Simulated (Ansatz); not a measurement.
# CaSe (Fm-3m) in Ansatz: a series of runs

Runs on CaSe. Level: PBE. Tasks: relaxation of the atoms, relaxation of cell and atoms.

Everything below comes from runs of Ansatz 0.2.0. Logs are shortened: lines on timing, memory, paths and dates and some standing lists are left out, and cuts for length are marked.

**Experimental background.**

A printed reference work, monograph, original work of 1988 reports, for a bulk crystal of CaSe at 2 K: band gap 3.85 eV (indirect).

The results are compared with them further down.

## 1. Starting point

It takes space group Fm-3m (No. 225, cubic). Conventional cell: a = 5.912 Å, b = 5.912 Å, c = 5.912 Å, α = 90.00°, β = 90.00°, γ = 90.00°. Se (site symmetry m-3m) has 6 Ca at 2.96 Å as nearest neighbours. Ca (site symmetry m-3m) is surrounded by 6 Se at 2.96 Å.

## 2. Relaxation of the atoms, PBE (strained by -1 %)

input.yaml reads:

```yaml
crystal:
  lattice:
    - [0.0, 2.956, 2.956]
    - [2.92644, 0.0, 2.956]
    - [2.92644, 2.956, 0.0]
  atoms:
    - { symbol: Se, position: [0.5, 0.5, 0.5] }
    - { symbol: Ca, position: [0.0, 0.0, 0.0] }
hamiltonian:
  xc: pbe
  pseudopotentials: { kind: paw }
kpoints:
  mp_grid: { grid: [8, 8, 8] }
scf:
  occupations: { method: fermi_dirac, width: 0.05 }
output:
  forces: true
  stress: true
  eigenvalues: true
relax:
  f_tol: 0.01
  max_steps: 40
```

Potentials or basis: Ansatz PAW.

Run with:

```
ansatz run input.yaml --threads 2 --pin off --max-ram 5632MiB --backend cpu --events-out ev --progress --plain --runs-dir out
```

The program printed:

```text
Warning: output.stress: scf.convergence.dr2_threshold = 1e-7 eV (the SCF's general default) is looser than the 2e-10 eV advised for a printed stress (1e-10 eV for each atom of the cell: 2). What an SCF threshold leaves in a stress goes as its square root, and in the free energy as the threshold itself, and one threshold admits the most on a small cell: of the crystals measured, under no hybrid functional and no lock of the moments, on runs that ended without the residual-converged pass, on stresses that held no estimate of that error, the worst erred by over 100 MPa in a component at 1e-7 eV an atom and by under 5 at 1e-10. Every solve of this run answers to scf.convergence.dr2_threshold, and the tensor of one is reported: a single SCF on the reported geometry and on this run's grids (its basis.xc_grid and basis.ecutrho_ratio typed), with scf.convergence.dr2_threshold at 2e-10 eV or tighter, prints it and tightens no other solve. Else set scf.convergence.dr2_threshold to 2e-10 eV or tighter. The threshold is an SCF's pass mark: one that does not reach it within its budget of iterations ends unconverged, or closes short of it on a stop that the run arms, and scf.convergence.dr2_threshold's page says what that costs each kind of run
Warning: RAYON_NUM_THREADS=2 ignored (pool sized by the plan → 2); use --threads N
Engine: ansatz 0.2.0, aarch64-unknown-linux-gnu
Pseudopotentials: kind: paw
Pseudopotential: Se, paw, valence charge 16, recommended cutoff 420 eV (normal), Se.paw.azcp
Pseudopotential: Ca, paw, valence charge 10, recommended cutoff 420 eV (normal), Ca.paw.azcp
Functional definition: PBE
  parameter kappa = 0.804
  parameter beta = 0.06672455060314922
  exchange = pbe_x(kappa = kappa, mu = beta*pi^2/3)
  correlation = pbe_c(beta = beta)
Crystal: 2 atoms, lattice volume = 51.142 Å³
Basis set: ecut = 420 eV, 965 PW (Γ), exchange–correlation on 60×60×60 points (8 copies of the dense FFT grid, shifted against one another)
Bands: 17, of which v1, the nominal top of the filled ones, is band 13 counted from 1 (12 counted from 0)
Symmetry: 16 space group operations
Space group: I4/mmm (ITA 139), of the structure as read, at distance tolerance 3.7e-5 Å
k-points: 59 of 512
Non-local potential: Se, projectors of the file, l = 0: 2, l = 1: 2, l = 2: 3, l = 3: 1
Non-local potential: Ca, projectors of the file, l = 0: 3, l = 1: 2, l = 2: 2
PAW form: soft (Blöchl's): semilocal exchange-correlation on the pseudo side does not see the compensation charge
PAW one-centre angular grid: Se, 590 points (default); XC on 64 Gauss nodes
PAW one-centre angular grid: Ca, 110 points (default); XC on 64 Gauss nodes
Initial density: superposition of atomic densities (neutral atoms: chi_scale 0, normalization atom), corrected by the library's trained network
Initial wavefunctions: pseudopotential atomic-orbital guess
Functional: x = pbe(κ = 0.804, μ = 0.2195149727645171), c = pbe(β = 0.06672455060314922)
SCF iter   1: F=—  HF=-7289.993040 eV  |F-HF|=—  |Δ(HF+E_count)|=         —  Δρ=5.21e-4  dr2=1.31e-4  ethr=1.77e-3  ⟨swp⟩=6.9  Hψ=5818  notcnv=0
preconditioner: auto → none  [insulator: Δε(μ)=1.989 eV  Ē_g=8.946 eV  σ=0.050 eV  W_gap=1.00  n_scr=14 (ndim 8)  ℏωp=14.7 eV  f_vac=0.000  D(μ)=0.00/eV (n_scr^D=0)  ε∞_Penn≈3.7]
SCF iter   2: F=—  HF=-7289.992948 eV  |F-HF|=—  |Δ(HF+E_count)|=   9.14e-5  Δρ=3.39e-4  dr2=1.12e-4  ethr=5.02e-7  ⟨swp⟩=2.1  Hψ=2252  notcnv=0
SCF iter   3: F=—  HF=-7289.992954 eV  |F-HF|=—  |Δ(HF+E_count)|=   5.32e-6  Δρ=2.00e-4  dr2=2.64e-5  ethr=4.29e-7  ⟨swp⟩=2.0  Hψ=1753  notcnv=0
SCF iter   4: F=—  HF=-7289.992947 eV  |F-HF|=—  |Δ(HF+E_count)|=   6.36e-6  Δρ=5.63e-5  dr2=1.46e-6  ethr=1.02e-7  ⟨swp⟩=2.2  Hψ=1339  notcnv=0
iter 5 did not close the SCF: its close was put off for the readings that it lacked (scf_convergence_deferred on its scf_iter line)
SCF iter   5: F=-7289.992948 eV  HF=-7289.992948 eV  |F-HF|=1.31e-7  |Δ(HF+E_count)|=   7.42e-7  Δρ=9.85e-6  dr2=7.69e-8  ethr=5.62e-9  ⟨swp⟩=2.2  Hψ=1388  notcnv=0
SCF iter   6: F=-7289.992948 eV  HF=-7289.992948 eV  |F-HF|=3.08e-8  |Δ(HF+E_count)|=   3.63e-8  Δρ=5.16e-6  dr2=2.87e-8  ethr=2.96e-10  ⟨swp⟩=2.0  Hψ=3696  notcnv=0
SCF 1 converged in 6 iterations: F = -7289.992948 eV  dr2 = 2.87e-8
relax step   1: F+E_penalty+E_count = -7289.99294801 eV  Δ(F+E_penalty+E_count) = +0.000e0 eV  max|allowed force component| = 1.578e-30 eV/Å  Δτ_max = 0.0000 Å  (6 SCF iters, accepted)
SCF converged after 6 iterations
Free energy (F): -7289.992948 eV
Harris-Foulkes:  -7289.992948 eV  (|F-HF|=3.08e-8)
Internal energy: -7289.992948 eV  (E = F + TS)
E sigma→0 (E₀):  -7289.992948 eV
Fermi energy:    8.216087 eV
--- Per-component energies (eV) ---
  E_band       = -507.418642
  E_kinetic    = 399.043852
  E_local      = -3188.927171  (includes V_loc(G=0)·N_el)
  E_nonlocal   = -533.258739
  E_hartree    = 1465.999141
  E_xc         = -243.408111
  E_vxc        = -271.978524  (∫ρ·V_xc dr)
  E_paw        = -2768.987585  (= ΣΔE_a)
  E_vpaw       = 155.709671  (= ΣTr[D̂ρ^β])
  E_aug_tail   = -0.000599  (compensation charges beyond the density's cutoff)
  E_ewald      = -2420.453736
  E_smearing   = -0.000000  (= −TS)
  E_closure    = 0.000000  (closes the sum)
  Σ components = -7289.992948   (vs F -7289.992948, Δ=0.00e0)
--- Forces (eV/Å), atoms counted from 1 ---
  atom   1  Se     0.00000000    -0.00000000     0.00000000
  atom   2  Ca    -0.00000000    -0.00000000    -0.00000000
  max |Σ_I F_I| component: 1.58e-30 eV/Å
--- Stress (GPa, compression-positive) ---
        2.407432       0.000000      -0.000000
        0.000000       1.380644      -0.000000
       -0.000000       0.000000       1.380644
  P = ⅓ Tr σ = 1.7229 GPa (17.229 kbar)
--- Band table (eV; the first three rows and the last of 59) ---
  k-point 0: bands = ["-38.6563", "-38.6546", "-38.6509", "-38.6493", "-38.6493", "-32.5123", "-13.5076", "-13.5076", "-13.5055", "-4.6259", "7.2108", "7.2108", "7.2161", "10.6177", "10.8988", "10.8988", "10.9656"]
  k-point 1: bands = ["-38.6563", "-38.6546", "-38.6509", "-38.6493", "-38.6493", "-32.5113", "-13.5250", "-13.5089", "-13.5071", "-4.5307", "6.4395", "6.9657", "6.9702", "10.8416", "11.1174", "11.1544", "11.5790"]
  k-point 2: bands = ["-38.6563", "-38.6546", "-38.6508", "-38.6493", "-38.6493", "-32.5087", "-13.5680", "-13.5120", "-13.5096", "-4.2890", "5.1894", "6.4970", "6.5019", "10.9525", "11.6480", "11.6710", "12.8976"]
  k-point 58: bands = ["-38.6565", "-38.6545", "-38.6507", "-38.6492", "-38.6492", "-32.5027", "-13.5670", "-13.5670", "-13.5483", "-3.9385", "5.2038", "5.2038", "5.4877", "11.6765", "11.6765", "12.4712", "12.9665"]
--- Relaxed structure (1 steps of the walk, 1 accepted, 0 SCFs on fresh bases) ---
  F+E_penalty+E_count = -7289.99294801 eV   max|allowed force component| = 1.578e-30 eV/Å
  atoms:
    - { symbol: Se, position: [0.5, 0.49999999999999994, 0.5] }
    - { symbol: Ca, position: [0.0, 0.0, 0.0] }
```

It took 1.7 s on 2 threads of Arm Neoverse V1, shared host; peak memory 0.35 GiB.

Results:

```
Free energy             : -7289.9929 eV
Pressure after relaxing : 1.7 GPa
Band gap on the k mesh  : 2.00 eV, indirect (least direct gap 2.93 eV)
```

Stress tensor (GPa, compression positive):
```
2.41 0.00 0.00
0.00 1.38 0.00
0.00 0.00 1.38
```

Final structure:
```xyz
2
Lattice="0.0000 2.9560 2.9560 2.9264 0.0000 2.9560 2.9264 2.9560 0.0000" Properties=species:S:1:pos:R:3 pbc="T T T"
Se    2.9264    2.9560    2.9560
Ca    0.0000    0.0000    0.0000
```

Levels at points of the mesh, in eV from the valence-band top:
```tsv
k point	band 9	band 10	band 11	band 12	band 13	band 14	band 15	band 16	band 17
(0.00, 0.00, 0.00)	-20.72	-11.84	-0.01	-0.01	0.00	3.40	3.68	3.68	3.75
(0.00, 0.00, -0.50)	-20.73	-11.13	-3.32	-1.22	-1.22	4.54	5.51	5.53	5.54
(0.00, -0.50, -0.50)	-20.76	-11.24	-2.53	-0.97	-0.97	2.00	5.07	5.10	6.07
(-0.50, 0.00, -0.50)	-20.76	-11.26	-2.56	-0.95	-0.92	2.00	5.03	5.14	6.06
```

Caveat: the relaxation stopped at its first step, so nothing moved; the thresholds are loose for stress. A k mesh can miss the band edges.

## 3. Relaxation of the atoms, PBE

input.yaml: that of step 2 with these lines changed.

```diff
@@ -3,4 +3,4 @@
     - [0.0, 2.956, 2.956]
-    - [2.92644, 0.0, 2.956]
-    - [2.92644, 2.956, 0.0]
+    - [2.956, 0.0, 2.956]
+    - [2.956, 2.956, 0.0]
   atoms:
```

Potentials or basis: Ansatz PAW.

Run with:

```
ansatz run input.yaml --threads 2 --pin off --max-ram 5632MiB --backend cpu --events-out ev --progress --plain --runs-dir out
```

It took 1 s on 2 threads of Arm Neoverse V1, shared host; peak memory 0.32 GiB.

It converged, with:

```
Free energy             : -7289.9987 eV
Pressure after relaxing : 1.2 GPa
Band gap on the k mesh  : 2.03 eV, indirect (least direct gap 2.96 eV)
```

Final structure:
```
Se Ca
1.0
     0.00000    2.95600    2.95600
     2.95600    0.00000    2.95600
     2.95600    2.95600    0.00000
Se Ca
1 1
Direct
  0.50000 0.50000 0.50000
  0.00000 0.00000 0.00000
```

Levels at points of the mesh, in eV from the valence-band top:
```
             k point  band 10  band 11  band 12  band 13  band 14  band 15  band 16  band 17
  (0.00, 0.00, 0.00)   -11.80     0.00     0.00     0.00     3.36     3.71     3.71     3.71
 (0.00, 0.00, -0.50)   -11.11    -3.28    -1.20    -1.20     4.52     5.48     5.51     5.51
(0.00, -0.50, -0.50)   -11.22    -2.52    -0.93    -0.93     2.03     5.05     5.07     6.03
```

Caveat: the relaxation stopped at its first step, so nothing moved; the thresholds are loose for stress.

## 4. Relaxation of cell and atoms, PBE

input.yaml: that of step 3 with these lines changed.

```diff
@@ -22 +22,2 @@
   max_steps: 40
+  cell: { stress_tol: 0.05 }
```

Run with:

```
ansatz run input.yaml --threads 2 --pin off --max-ram 5632MiB --backend cpu --events-out ev --progress --plain --runs-dir out
```

Wall time 3.5 s (2 threads of Arm Neoverse V1, shared host); peak memory 0.33 GiB.

It converged, with:

```yaml
Free_energy: -7290.0030 eV
Relaxed_volume: 26.45 Å³/atom
Relaxed_cell: a = 4.213 Å, b = 4.213 Å, c = 4.213 Å, α = 60.00°, β = 60.00°, γ = 60.00°
Space_group_after_relaxing_to_0.05_Å: Fm-3m (No. 225)
Energy_gained_by_relaxing: 2.2 meV/atom
Ionic_steps: 4
Pressure_after_relaxing: 0.0 GPa
Band_gap_on_the_k_mesh: 2.08 eV, indirect (least direct gap 3.00 eV)
```

The path:
| step | energy change (eV) | largest force (eV/Å) | volume (Å³) |
| --- | --- | --- | --- |
| 1 | 0.0000 | 0.0000 | 51.66 |
| 2 | -0.0037 | 0.0000 | 53.33 |
| 3 | -0.0043 | 0.0000 | 52.89 |
| 4 | -0.0044 | 0.0000 | 52.89 |

Final structure:
```
CELL_PARAMETERS angstrom
0.00000 2.97937 2.97937
2.97937 0.00000 2.97937
2.97937 2.97937 0.00000
ATOMIC_POSITIONS crystal
Se 0.50000 0.50000 0.50000
Ca 0.00000 0.00000 0.00000
```

Levels at points of the mesh, in eV from the valence-band top:
| k point | band 11 | band 12 | band 13 | band 14 | band 15 | band 16 |
| --- | --- | --- | --- | --- | --- | --- |
| (0.00, 0.00, 0.00) | 0.00 | 0.00 | 0.00 | 3.23 | 3.72 | 3.72 |
| (0.00, 0.00, -0.50) | -3.19 | -1.15 | -1.15 | 4.48 | 5.42 | 5.45 |
| (0.00, -0.50, -0.50) | -2.46 | -0.91 | -0.91 | 2.08 | 4.97 | 5.00 |

Caveat: the plane-wave basis is chosen anew once the cell has moved, so the energies of steps on either side of that aren't comparable.

## 5. Relaxation of cell and atoms, PBE

input.yaml is that of step 4.

Run with:

```
ansatz run input.yaml --threads 2 --pin off --max-ram 5632MiB --backend cpu --events-out ev --progress --plain --runs-dir out
```

Wall time 3.5 s (2 threads of Arm Neoverse V1, shared host); peak memory 0.33 GiB.

It converged, with:

```yaml
Free_energy: -7290.0030 eV
Relaxed_volume: 26.45 Å³/atom
Relaxed_cell: a = 4.213 Å, b = 4.213 Å, c = 4.213 Å, α = 60.00°, β = 60.00°, γ = 60.00°
Space_group_after_relaxing_to_0.05_Å: Fm-3m (No. 225)
Energy_gained_by_relaxing: 2.2 meV/atom
Ionic_steps: 4
Pressure_after_relaxing: 0.0 GPa
Band_gap_on_the_k_mesh: 2.08 eV, indirect (least direct gap 3.00 eV)
```

The path:
```
step  energy change (eV)  largest force (eV/Å)  volume (Å³)
   1              0.0000                0.0000        51.66
   2             -0.0037                0.0000        53.33
   3             -0.0043                0.0000        52.89
   4             -0.0044                0.0000        52.89
```

Final structure:
```cif
data_structure
_symmetry_space_group_name_H-M 'P 1'
_symmetry_Int_Tables_number 1
_cell_length_a 4.2135
_cell_length_b 4.2135
_cell_length_c 4.2135
_cell_angle_alpha 60.000
_cell_angle_beta 60.000
_cell_angle_gamma 60.000
_cell_volume 52.89
loop_
_atom_site_label
_atom_site_type_symbol
_atom_site_fract_x
_atom_site_fract_y
_atom_site_fract_z
_atom_site_occupancy
Se1 Se 0.50000 0.50000 0.50000 1
Ca1 Ca 0.00000 0.00000 0.00000 1
```

Levels at points of the mesh, in eV from the valence-band top:
```csv
k point,band 9,band 10,band 11,band 12,band 13,band 14,band 15,band 16,band 17
"(0.00, 0.00, 0.00)",-20.82,-11.72,0.00,0.00,0.00,3.23,3.72,3.72,3.72
"(0.00, 0.00, -0.50)",-20.82,-11.07,-3.19,-1.15,-1.15,4.48,5.42,5.45,5.45
"(0.00, -0.50, -0.50)",-20.85,-11.17,-2.46,-0.91,-0.91,2.08,4.97,5.00,5.93
```

Caveat: the plane-wave basis is chosen anew once the cell has moved, so the energies of steps on either side of that aren't comparable. PBE usually gives volumes a little too large and moduli too small.

## 6. Relaxation of the atoms, PBE (strained by +1 %)

input.yaml: that of step 5 with these lines changed.

```diff
@@ -3,4 +3,4 @@
     - [0.0, 2.956, 2.956]
-    - [2.956, 0.0, 2.956]
-    - [2.956, 2.956, 0.0]
+    - [2.98556, 0.0, 2.956]
+    - [2.98556, 2.956, 0.0]
   atoms:
@@ -19,2 +19,6 @@
   eigenvalues: true
+  write_density: true
+  write_potential: true
+  elf: true
+  volumetric_format: npy
 relax:
@@ -22,2 +26 @@
   max_steps: 40
-  cell: { stress_tol: 0.05 }
```

Potentials or basis: Ansatz PAW.

Run with:

```
ansatz run input.yaml --threads 2 --pin off --max-ram 5632MiB --backend cpu --events-out ev --progress --plain --runs-dir out
```

It took 1.9 s on 2 threads of Arm Neoverse V1, shared host; peak memory 0.36 GiB.

It converged, with:

| Property | Result |
| --- | --- |
| Free energy | -7290.0006 eV |
| Pressure after relaxing | 0.7 GPa |
| Band gap on the k mesh | 2.05 eV, indirect (least direct gap 2.96 eV) |

Stress tensor (GPa, compression positive):
```
0.08 0.00 0.00
0.00 0.97 0.00
0.00 0.00 0.97
```

Final structure:
```
Se Ca
1.0
     0.00000    2.95600    2.95600
     2.98556    0.00000    2.95600
     2.98556    2.95600    0.00000
Se Ca
1 1
Cartesian
  2.9856 2.9560 2.9560
  0.0000 0.0000 0.0000
```

Levels at points of the mesh, in eV from the valence-band top:
| k point | band 9 | band 10 | band 11 | band 12 | band 13 | band 14 | band 15 | band 16 | band 17 |
| --- | --- | --- | --- | --- | --- | --- | --- | --- | --- |
| (0.00, 0.00, 0.00) | -20.78 | -11.77 | 0.00 | 0.00 | 0.00 | 3.30 | 3.67 | 3.74 | 3.74 |
| (0.00, 0.00, -0.50) | -20.78 | -11.09 | -3.25 | -1.18 | -1.17 | 4.51 | 5.45 | 5.47 | 5.50 |
| (0.00, -0.50, -0.50) | -20.81 | -11.21 | -2.52 | -0.90 | -0.90 | 2.06 | 5.01 | 5.04 | 5.98 |
| (-0.50, 0.00, -0.50) | -20.81 | -11.20 | -2.49 | -0.95 | -0.93 | 2.05 | 4.99 | 5.06 | 5.99 |

Caveat: the relaxation stopped at its first step, so nothing moved; the thresholds are loose for stress.

## 7. Overview

```csv
task,cell,gap on the mesh (eV),pressure (GPa)
relaxation of the atoms,atoms relaxed from: strained by -1 %,2.00,1.7
relaxation of the atoms,atoms relaxed,2.03,1.2
relaxation of cell and atoms,relaxed,2.08,0.0
relaxation of the atoms,atoms relaxed from: strained by +1 %,2.05,0.7
```

Alike in all rows: level PBE; potentials or basis Ansatz PAW; no spin polarisation; k mesh 8 × 8 × 8; cutoff (eV) 420; smearing fermi-dirac 0.05 eV.

Caveats: the relaxation stopped at its first step, so nothing moved (some runs); the thresholds are loose for stress (some runs); the plane-wave basis is chosen anew once the cell has moved, so the energies of steps on either side of that aren't comparable (some runs).

Total energies depend on the potentials used, so only differences within one code and one set of settings carry meaning.

## 8. Comparison with measurements

Step 3. Measured gap of CaSe: 3.85 eV (indirect; 2 K; a printed reference work, monograph, original work of 1988). This calculation gives 2.03 eV (-1.82 eV). Spin-orbit coupling on Se is left out. The value is that of PBE on a finite k mesh, which can miss the band edges, without temperature or zero-point motion. Semilocal functionals fall short of measured gaps as a rule.
